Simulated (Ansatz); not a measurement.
**What a trial cell of Cu relaxes into**

All numbers below come from Ansatz, DFT PBE, scalar-relativistic, plane waves, PAW. Cutoff 420 eV, Γ-centred k mesh, Gaussian smearing, no spin polarisation in the final step.

A relaxed cell is given with its space group left out.

```xyz
4
Lattice="1.2830 0.7407 8.3910 -1.2830 0.7407 8.3910 0.0000 -1.4814 8.3910" Properties=species:S:1:pos:R:3 pbc="T T T"
Cu    0.0000    0.0000   17.8233
Cu    0.0000    0.0000    7.3497
Cu    0.0000    0.0000   22.0254
Cu    0.0000    0.0000    3.1476
```

Task: What space group does it have?

Result: R-3m (No. 166). Conventional cell: a = 2.566 Å, c = 25.173 Å. Cu on Wyckoff site c (2 atoms of the primitive cell) is coordinated by 12 Cu at 2.56–2.58 Å; around Cu on Wyckoff site c (2 atoms of the primitive cell) lie 12 Cu at 2.57–2.58 Å.

Task: Is it a metal?

Result: Yes, bands cross the Fermi level on the 20×20×6 mesh.

The final run used a 20×20×6 mesh on its 4-atom cell and 0.10 eV smearing. The cell came from a trial start, so Cu may not exist in this structure.